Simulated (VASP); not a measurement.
Wanted: the native input for a VASP 6.6.1 run.

- Task: band structure
- Functional: LDA
- Potentials or basis: VASP PAW LDA potentials, release 64 (Sn_d, Se)
- Cutoff: 520 eV
- k mesh: 9 × 9 × 5
- Occupations: gaussian, width 0.03 eV
- Spin: no spin polarisation
- Further INCAR settings: ALGO = Normal; EDIFF = 1e-06

The structure of SnSe2 lies in POSCAR:

```
SnSe2                                   
1.0
    3.8408446087      0.0000000000     -0.0000000000
   -1.9204223043      3.3262690031      0.0000000000
   -0.0000000000     -0.0000000000      6.0073279042
  Sn              Se            
     1     2
Direct
     1.0000000000000000    0.0000000000000000    0.0000000000000000
     0.3333333332999970    0.6666666667000030    0.2655066399961811
     0.6666666667000030    0.3333333332999970    0.7344933600038188
```

These files were run (other wordings do the same):

INCAR

```
SYSTEM = SnSe2
  ALGO = Normal
  EDIFF = 1E-6
  ENCUT = 520
  ISIF = 2
  ISMEAR = 0
  KPAR = 2
  LASPH = .TRUE.
  LCHARG = .FALSE.
  LREAL = .FALSE.
  LWAVE = .FALSE.
  NELM = 80
  PREC = Accurate
  SIGMA = 0.03
```

KPOINTS

```
k-points
0
G
  9 9 5
  0 0 0
```

KPOINTS_OPT

```
explicit points
258
Reciprocal
 0.0000000000  0.0000000000  0.0000000000 1
 0.0263157895  0.0000000000  0.0000000000 1
 0.0526315789  0.0000000000  0.0000000000 1
 0.0789473684  0.0000000000  0.0000000000 1
 0.1052631579  0.0000000000  0.0000000000 1
 0.1315789474  0.0000000000  0.0000000000 1
[... 250 lines left out ...]
 0.5000000000  0.0000000000  0.0341801200 1
 0.5000000000  0.0000000000 -0.0341801200 1
```

Potentials or basis: VASP PAW LDA potentials, release 64 (Sn_d, Se).

Command:

```console
$ cat potpaw_LDA.64/Sn_d/POTCAR potpaw_LDA.64/Se/POTCAR > POTCAR
$ mpirun -np 2 vasp_std > vasp.out
```

It gave:

- Pressure: -2.2 GPa
- Largest force: 0.227 eV/Å
- Band gap on the k mesh: 0.32 eV, indirect (least direct gap 0.63 eV)
- Band gap along the path: 0.29 eV, indirect (least direct gap 0.63 eV)

Caveat: spin-orbit coupling is left out, which moves the levels of the heavy elements.

Run time: 53 s on 2 MPI ranks on Intel(R) Xeon(R) 6975P-C (Granite Rapids), with other jobs on the host, peak memory 0.23 GiB a rank.
